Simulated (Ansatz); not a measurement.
Space group Fd-3m:1 (No. 227). a = 5.444 Å, b = 5.444 Å, c = 5.444 Å, α = 90.00°, β = 90.00°, γ = 90.00°
```tsv
atom	site	symmetry	x	y	z
Si	8a	-43m	0.2500	0.2500	0.2500
```

Equation of state of this Si structure (not necessarily the ground state), with shape and atoms relaxed at each volume where symmetry leaves them free. All numbers below come from DFT r2SCAN, scalar-relativistic, plane waves, PAW (Ansatz).

Cutoff 500 eV; k points 10×10×10 on the computed 2-atom cell (Γ-centred); Gaussian smearing, width 0.02 eV; no spin polarisation.

| V (Å³/atom) | E − E(largest V) (meV/atom) | P (GPa) | gap on mesh (eV) |
| --- | --- | --- | --- |
| 18.960 | 4.64 | 6.83 | 0.67 |
| 19.565 | -14.03 | 3.15 | 0.73 |
| 20.170 | -19.83 | 0.00 | 0.78 |
| 20.775 | -14.62 | -2.69 | 0.83 |
| 21.380 | 0.00 | -4.99 | 0.87 |

Question: Fit a third-order Birch–Murnaghan equation to E(V).

Answer: V0 = 20.17 Å³/atom, B0 = 97 GPa, B0' = 4.2.